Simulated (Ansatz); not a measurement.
## BN: frozen normal mode

The calculation used DFT PBE, scalar-relativistic, plane waves, PAW in Ansatz 0.2.0. The runs took a 420 eV cutoff, a Γ-centred 12×12×4 mesh and Gaussian smearing (0.05 eV). No spin polarisation. Energies are free energies at this smearing, counted from the undisturbed cell; pressure is positive in compression.

Zero of the scan (as given, not relaxed at this level; it stands at 3.3 GPa):

```xyz
4
Lattice="2.5040 0.0000 0.0000 -1.2520 2.1685 0.0000 0.0000 0.0000 6.6612" Properties=species:S:1:pos:R:3 pbc="T T T"
B     0.0000    1.4457    1.6653
B     1.2520    0.7228    4.9959
N     0.0000    1.4457    4.9959
N     1.2520    0.7228    1.6653
```

The cell holds layers and no dispersion correction was added, so their binding is poorly described.

A zone-centre mode of this cell is frozen in: each atom moves by x times its row below, so x is the largest displacement.
```
atom ux uy uz
  B1   1.000  0.000  0.000
  B2   0.000  0.000  0.000
  N3   0.000  0.000  0.000
  N4  -0.772  0.000  0.000
```

```
  x (Å)  ΔE (meV/cell) force along the mode (eV/Å) pressure (GPa) gap on the mesh (eV)
-0.3000              ?                            ?            62.0                  3.14
-0.1500         1508.3                        20.73            17.2                  2.27
 0.0000            0.0                         0.00             3.3                  4.29
 0.0375           91.7                        -4.90             4.2                  4.13
 0.0750          368.9                        -9.91             6.7                  3.77
 0.1125          837.4                       -15.13            11.0                  2.90
 0.1875         2400.2                       -26.97            25.2                  2.01
 0.2250         3543.2                       -34.19               ?                     ?
 0.2625         4981.7                       -42.78            47.5                  2.64
```

By symmetry 0.3000 repeats -0.3000, -0.2250 repeats 0.2250, 0.1500 repeats -0.1500, -0.0750 repeats 0.0750 in energy, with the opposite slope along the path.

(1) Give the withheld values.

Results:

(1) ΔE (meV/cell) at x (Å) = -0.3000: 6770.4; force along the mode (eV/Å) at x (Å) = -0.3000: 52.87; pressure (GPa) at x (Å) = 0.2250: 35.3; gap on the mesh (eV) at x (Å) = 0.2250: 2.16.